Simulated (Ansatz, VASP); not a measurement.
# KBr: VASP beside Ansatz

One calculation is typed for both programs; each brings its own data sets and cutoff. How far apart do they land?

Main program and level: Ansatz 0.2.0; plane waves, with VASP 6.6.1 beside it; single point at LDA.

## (1) The structure

Symmetry: Pm-3m, No. 221, cubic system. Conventional cell: a = 4.043 Å, b = 4.043 Å, c = 4.043 Å, α = 90.00°, β = 90.00°, γ = 90.00°. Nearest to Br lie 8 K at 3.50 Å. K has 8 Br at 3.50 Å nearest. Farther neighbours and most contacts between anions are not listed.

## (2) VASP: single point, LDA

With cell and atoms fixed, the geometry can't cause a difference; cores, projectors, grids and the points listed under the comparison can.

Lines of VASP's logs that name or quote its potential files are left out, and so is its time.

The input, INCAR:

```
SYSTEM = KBr
PREC = Accurate
ENCUT = 400
EDIFF = 1E-07
NELM = 100
ISMEAR = 0
SIGMA = 0.01
LREAL = .FALSE.
ALGO = Normal
GGA = CA
NBANDS = 14
LORBIT = 11
LWAVE = .FALSE.
LCHARG = .FALSE.
KPAR = 4
```

The input, POSCAR:

```
KBr
1.0
    4.0434990000      0.0000000000      0.0000000000
    0.0000000000      4.0434990000      0.0000000000
    0.0000000000      0.0000000000      4.0434990000
Br K
1 1
Direct
    0.5000000000      0.5000000000      0.5000000000
    0.0000000000      0.0000000000      0.0000000000
```

The input, KPOINTS:

```
Automatic mesh
0
Gamma
5 5 5
0 0 0
```

PAW data sets: Br and K_sv (PBE family, release 64).

Launch:

```bash
$ mpirun -np 4 vasp_std
```

Numbers of over 12 decimals in the logs are rounded to 6 here.

Output:

```text
[banner, memory and clock lines left out]
running    4 mpi-ranks, on    1 nodes
 distrk:  each k-point on    1 cores,    4 groups
 distr:  one band on    1 cores,    1 groups

 POSCAR found type information on POSCAR BrK
 POSCAR found :  2 types and       2 ions
|                                                                             |
|               ----> ADVICE to this user running VASP <----                  |
|                                                                             |
|     You enforced a specific xc type in the INCAR file but a different       |
|     [... a line on the potential file left out ...]
|     I HOPE YOU KNOW WHAT YOU ARE DOING!                                     |
|                                                                             |

 LDA part: xc-table for (Slater(with rela. corr.)+CA(PZ))
 , standard interpolation
 POSCAR, INCAR and KPOINTS ok, starting setup
 FFT: planning ... GRIDC
 FFT: planning ... GRID_SOFT
 FFT: planning ... GRID
 WAVECAR not read
 entering main loop
       N       E                     dE             d eps       ncg     rms          rms(c)
DAV:   1     0.774289887924E+02    0.77429E+02   -0.60860E+03   280   0.828E+02
DAV:   2    -0.237504173085E+01   -0.79804E+02   -0.74947E+02   360   0.212E+02
DAV:   3    -0.682900458730E+01   -0.44540E+01   -0.44281E+01   404   0.435E+01
DAV:   4    -0.696730492241E+01   -0.13830E+00   -0.13829E+00   386   0.702E+00
DAV:   5    -0.696868936882E+01   -0.13844E-02   -0.13844E-02   404   0.715E-01    0.293E+00
DAV:   6    -0.678857243487E+01    0.18012E+00   -0.15551E-01   346   0.259E+00    0.238E+00
DAV:   7    -0.675292668087E+01    0.35646E-01   -0.68278E-02   364   0.180E+00    0.126E+00
DAV:   8    -0.675060450638E+01    0.23222E-02   -0.11783E-02   402   0.784E-01    0.114E-01
DAV:   9    -0.675050549141E+01    0.99015E-04   -0.54080E-04   410   0.173E-01    0.682E-02
DAV:  10    -0.675052313122E+01   -0.17640E-04   -0.91755E-05   316   0.897E-02    0.143E-02
DAV:  11    -0.675052146950E+01    0.16617E-05   -0.47403E-06   410   0.145E-02    0.801E-03
DAV:  12    -0.675052106808E+01    0.40143E-06   -0.30849E-06   322   0.129E-02    0.149E-03
DAV:  13    -0.675052109592E+01   -0.27840E-07   -0.11000E-07   224   0.364E-03
   1 F= -.67505211E+01 E0= -.67505211E+01  d E =-.165562E-72
```

From OUTCAR (step 2):

```text
ion  position               nearest neighbor table
   1  0.500  0.500  0.500-
   2  0.000  0.000  0.000-

  LATTYP: Found a simple cubic cell.
 ALAT       =     4.0434990000

 Subroutine GETGRP returns: Found 48 space group operations
 (whereof 48 operations were pure point group operations)

The static configuration has the point symmetry O_h .

 Found     10 irreducible k-points:

   k-points           NKPTS =     10   k-points in BZ     NKDIM =     10   number of bands    NBANDS=     14

   dimension x,y,z NGX =    28 NGY =   28 NGZ =   28
   dimension x,y,z NGXF=    56 NGYF=   56 NGZF=   56

   ENCUT  =  400.0 eV  29.40 Ry    5.42 a.u.   6.59  6.59  6.59*2*pi/ulx,y,z

   NELECT =      16.0000    total number of electrons

 k-points in reciprocal lattice and weights: Automatic mesh
   0.00000000  0.00000000  0.00000000       0.008
   0.20000000  0.00000000  0.00000000       0.048
   0.40000000  0.00000000  0.00000000       0.048
   0.20000000  0.20000000  0.00000000       0.096
   0.40000000  0.20000000  0.00000000       0.192
   0.40000000  0.40000000  0.00000000       0.096
   0.20000000  0.20000000  0.20000000       0.064
   0.40000000  0.20000000  0.20000000       0.192
   0.40000000  0.40000000  0.20000000       0.192
   0.40000000  0.40000000  0.40000000       0.064

 average (electrostatic) potential at core
       1 -64.3448       2 -36.5127

 E-fermi :  -0.9542

 k-point     1 :       0.0000    0.0000    0.0000
  band No.  band energies     occupation
    ...
      4     -12.9586      2.00000
      5     -12.9586      2.00000
      6      -1.3028      2.00000
      7      -1.3028      2.00000
      8      -1.3028      2.00000
      9       2.4440      0.00000
     10       4.5386      0.00000
     11       4.5386      0.00000
     12       8.4788      0.00000
     13       8.4788      0.00000
    ...

 k-point     2 :       0.2000    0.0000    0.0000
  band No.  band energies     occupation
    ...
      4     -12.9514      2.00000
      5     -12.9051      2.00000
      6      -2.0634      2.00000
      7      -1.2940      2.00000
      8      -1.2940      2.00000
      9       3.3102      0.00000
     10       4.8410      0.00000
     11       5.3153      0.00000
     12       8.3630      0.00000
     13       8.3630      0.00000
    ...

 k-point     3 :       0.4000    0.0000    0.0000
  band No.  band energies     occupation
    ...
      4     -12.9396      2.00000
      5     -12.8149      2.00000
      6      -2.9357      2.00000
      7      -1.2806      2.00000
      8      -1.2806      2.00000
      9       4.7446      0.00000
     10       5.6163      0.00000
     11       6.3178      0.00000
     12       8.0481      0.00000
     13       8.3869      0.00000
    ...

  Total       -1.0800511     -1.0800511     -1.0800511      0.0000000      0.0000000     -0.0000000
  in kB      -26.1747686    -26.1747686    -26.1747686      0.0000000      0.0000000     -0.0000000
  external PRESSURE =     -26.1747686 kB  Pullay stress =       0.0000000 kB

  energy-cutoff  :      400.00
  volume of cell :       66.11
      direct lattice vectors                 reciprocal lattice vectors
     4.043499000  0.000000000  0.000000000     0.247310559  0.000000000  0.000000000
     0.000000000  4.043499000  0.000000000     0.000000000  0.247310559  0.000000000
     0.000000000  0.000000000  4.043499000     0.000000000  0.000000000  0.247310559

 POSITION                                       TOTAL-FORCE (eV/Angst)
 -----------------------------------------------------------------------------------
      2.02175      2.02175      2.02175         0.000000      0.000000      0.000000
      0.00000      0.00000      0.00000         0.000000      0.000000      0.000000
 -----------------------------------------------------------------------------------
    total drift:                               -0.000000      0.000000      0.000000

  FREE ENERGIE OF THE ION-ELECTRON SYSTEM (eV)
  ---------------------------------------------------
  free  energy   TOTEN  =        -6.7505210959 eV

  energy  without entropy=       -6.7505210959  energy(sigma->0) =       -6.75052110

 total charge
# of ion       s       p       d       tot
------------------------------------------
    1        1.594   3.238   0.002   4.834
    2        1.951   5.508   0.021   7.480
--------------------------------------------------
tot          3.545   8.746   0.023  12.314

[... 3 further parts left out ...]
```

The PAW data sets were made with PBE, though LDA sets exist; this is a small mismatch.

## (3) Ansatz: single point, LDA

Ansatz runs on its default PAW (the set named soft_2) files.

The same cell, functional (in two slightly different forms), mesh and smearing now go to Ansatz, which takes its cutoff from its data sets.

The input, input.yaml:

```yaml
crystal:
  lattice:
    - [4.043499, 0.0, 0.0]
    - [0.0, 4.043499, 0.0]
    - [0.0, 0.0, 4.043499]
  atoms:
    - { symbol: Br, position: [0.5, 0.5, 0.5] }
    - { symbol: K, position: [0.0, 0.0, 0.0] }
hamiltonian:
  xc: lda
  pseudopotentials: { kind: paw }
kpoints:
  mp_grid: { grid: [5, 5, 5] }
scf:
  occupations: { method: gaussian, width: 0.01 }
  n_extra_bands: 4
output:
  forces: true
  stress: true
  eigenvalues: true
  write_density: true
  write_potential: true
  elf: true
  volumetric_format: npy
```

Launch:

```bash
$ ansatz run input.yaml --threads 2 --pin off --max-ram 4608MiB --backend cpu --events-out ev --progress --plain --runs-dir out
```

Output:

```text
scf.n_extra_bands = 4 over 8 filled bands (N_el = 16.0): the run solves 12 bands
Engine: ansatz 0.2.0, aarch64-unknown-linux-gnu
Pseudopotentials: kind: paw
Pseudopotential: Br, paw, valence charge 7, recommended cutoff 420 eV (normal), Br.paw.azcp
Pseudopotential: K, paw, valence charge 9, recommended cutoff 420 eV (normal), K.paw.azcp
Functional definition: SPW92
  exchange = slater_x
  correlation = pw_c
Crystal: 2 atoms, lattice volume = 66.111 Å³
Basis set: ecut = 420 eV, 1309 PW (Γ)
Bands: 12, of which v1, the nominal top of the filled ones, is band 8 counted from 1 (7 counted from 0)
Symmetry: 48 space group operations
Space group: Pm-3m (ITA 221), of the structure as read, at distance tolerance 4.0e-5 Å
k-points: 10 of 125
Non-local potential: Br, projectors of the file, l = 0: 2, l = 1: 2, l = 2: 2
Non-local potential: K, projectors of the file, l = 0: 3, l = 1: 2, l = 2: 2
PAW form: soft (Blöchl's): semilocal exchange-correlation on the pseudo side does not see the compensation charge
PAW frozen core: Br, regenerated for the run's functional, and the local potential with it (the file was generated under x = pbe(κ = 0.804, μ = 0.219515), c = pbe(β = 0.066725))
PAW frozen core: K, regenerated for the run's functional, and the local potential with it (the file was generated under x = pbe(κ = 0.804, μ = 0.219515), c = pbe(β = 0.066725))
PAW one-centre angular grid: Br, 110 points (default); XC on 64 Gauss nodes
PAW one-centre angular grid: K, 110 points (default); XC on 64 Gauss nodes
Initial density: superposition of atomic densities (neutral atoms: chi_scale 0, normalization atom), corrected by the library's trained network
Initial wavefunctions: pseudopotential atomic-orbital guess
Functional: x = slater, c = lda
SCF iter   1: F=—  HF=-4193.484015 eV  |F-HF|=—  |Δ(HF+E_count)|=         —  Δρ=4.88e-3  dr2=1.08e-2  ethr=1.77e-3  ⟨swp⟩=7.2  Hψ=861  notcnv=0
preconditioner: auto → none  [insulator: Δε(μ)=3.467 eV  Ē_g=14.352 eV  σ=0.010 eV  W_gap=1.00  n_scr=6 (ndim 8)  ℏωp=17.1 eV  f_vac=0.009  D(μ)=0.00/eV (n_scr^D=0)  ε∞_Penn≈2.4]
SCF iter   2: F=—  HF=-4193.481108 eV  |F-HF|=—  |Δ(HF+E_count)|=   2.91e-3  Δρ=2.41e-3  dr2=1.81e-3  ethr=6.77e-5  ⟨swp⟩=2.7  Hψ=286  notcnv=0
SCF iter   3: F=—  HF=-4193.480690 eV  |F-HF|=—  |Δ(HF+E_count)|=   4.17e-4  Δρ=3.31e-4  dr2=9.22e-5  ethr=1.13e-5  ⟨swp⟩=2.2  Hψ=165  notcnv=0
SCF iter   4: F=—  HF=-4193.480661 eV  |F-HF|=—  |Δ(HF+E_count)|=   2.97e-5  Δρ=4.77e-5  dr2=1.26e-6  ethr=5.76e-7  ⟨swp⟩=2.0  Hψ=154  notcnv=0
iter 5 did not close the SCF: its close was put off for the readings that it lacked (scf_convergence_deferred on its scf_iter line)
SCF iter   5: F=-4193.480660 eV  HF=-4193.480660 eV  |F-HF|=4.69e-9  |Δ(HF+E_count)|=   3.20e-7  Δρ=1.40e-5  dr2=2.95e-8  ethr=7.89e-9  ⟨swp⟩=2.0  Hψ=190  notcnv=0
SCF iter   6: F=-4193.480660 eV  HF=-4193.480660 eV  |F-HF|=1.54e-9  |Δ(HF+E_count)|=   6.63e-9  Δρ=1.77e-6  dr2=2.10e-9  ethr=1.84e-10  ⟨swp⟩=6.0  Hψ=701  notcnv=0
SCF 1 converged in 6 iterations: F = -4193.480660 eV  dr2 = 2.10e-9
  greatest PAW one-centre occupation: 0.985 electrons in one spin orbital (limit 2), on the K atom at site 1 (counted from 0), in its partial waves of l = 0
SCF converged after 6 iterations
Free energy (F): -4193.480660 eV
Harris-Foulkes:  -4193.480660 eV  (|F-HF|=1.54e-9)
Internal energy: -4193.480660 eV  (E = F + TS)
E sigma→0 (E₀):  -4193.480660 eV
Fermi energy:    3.721563 eV
--- Per-component energies (eV) ---
  E_band       = -127.404368
  E_kinetic    = 387.112972
  E_local      = -776.982588  (includes V_loc(G=0)·N_el)
  E_nonlocal   = 86.912116
  E_hartree    = 243.344510
  E_xc         = -394.391793
  E_vxc        = -268.632627  (∫ρ·V_xc dr)
  E_paw        = -2903.252784  (= ΣΔE_a)
  E_vpaw       = -42.503171  (= ΣTr[D̂ρ^β])
  E_aug_tail   = -0.000003  (compensation charges beyond the density's cutoff)
  E_ewald      = -836.687102
  E_core_change = 0.464011  (= ΣΔE_core)
  E_smearing   = -0.000000  (= −TS)
  E_closure    = 0.000000  (closes the sum)
  Σ components = -4193.480660   (vs F -4193.480660, Δ=0.00e0)
--- Forces (eV/Å), atoms counted from 1 ---
  atom   1  Br     0.00000000     0.00000000     0.00000000
  atom   2  K     -0.00000000     0.00000000     0.00000000
  max |Σ_I F_I| component: 7.36e-30 eV/Å
--- Stress (GPa, compression-positive) ---
       -2.634945       0.000000       0.000000
        0.000000      -2.634945       0.000000
        0.000000       0.000000      -2.634945
  P = ⅓ Tr σ = -2.6349 GPa (-26.349 kbar)
--- Band table (eV; the first three rows and the last of 10) ---
  k-point 0: bands = [... 4 lower, -9.9322, 1.7410, 1.7410, 1.7410, 5.4809, 7.5996, 7.5996, 11.4860]
  k-point 1: bands = [... 4 lower, -9.8831, 0.9834, 1.7500, 1.7500, 6.3469, 7.9011, 8.3700, 11.3746]
  k-point 2: bands = [... 4 lower, -9.7989, 0.1145, 1.7635, 1.7635, 7.7814, 8.6724, 9.3595, 11.0989]
  k-point 9: bands = [... 4 lower, -10.0293, 0.6467, 0.6467, 0.6811, 8.6730, 9.1107, 9.1107, 10.7134]
```

The job ended after 1.1 s (2 threads of Arm Neoverse N1, shared host; peak memory 0.25 GiB).

The run ends at a pressure of -2.63 GPa.

## (4) Differences

Known differences besides the potentials themselves: the two LDA forms differ slightly; the cutoff is 420 eV in Ansatz and 400 eV in VASP; Ansatz makes its cores anew for this functional, VASP keeps those of its PBE data sets; VASP's log shows a relativistic correction to its local exchange, Ansatz's none. Total energies have different zeros and are not compared.

Both answers:

| quantity | Ansatz | VASP | difference |
| --- | --- | --- | --- |
| pressure (GPa) | -2.63 | -2.62 | -0.02 |
| gap on the k mesh (eV) | 3.519 | 3.525 | -0.006 |

A gap on the mesh is an upper bound, since the band edges may lie between its points. Ansatz's pressure holds a Pulay correction of 0.01 GPa; VASP's holds none.

## (5) Further runs

Further runs change the set-up of one program: Ansatz's method, potentials or start, or VASP's data sets, cutoff or form of LDA. The table gives Ansatz less VASP for each quantity, since a change that brings one quantity closer may part another.

| run | pressure (GPa) | gap on the k mesh (eV) |
| --- | --- | --- |
| as above | -0.017 | -0.0060 |
| Ansatz's all-electron LAPW method | -0.018 | -0.0057 |

## (6) Results

```json
{
 "difference in gap on the k mesh (single point, LDA)": "-0.0060 eV"
}
```

What this shows: The difference in gap on the k mesh is -0.0060 eV (single point, LDA), within the 0.08 eV picked in this series as the mark of a large difference. For single point, LDA, no further run moves any of the tabulated differences by more than a quarter of its size. How closely two codes agree says nothing of how well the functional describes the real material.

[Lines on the potential files, build, host, timing and source positions are cut from VASP's logs without a mark.]

[Logs are printed without paths, hosts, clocks, repeated set-up lines and the standing remarks that a program may print on its own settings, such as how far it seeks lower states.]

[Hosts, paths, dates, database ids (printed as entryN), source tags and the programs' standing remarks are cut or masked in the printed files.]

[VASP's PBE data sets in a run with another functional are called a small mismatch above; for pressures it isn't always small: they can move by 1 GPa and more.]
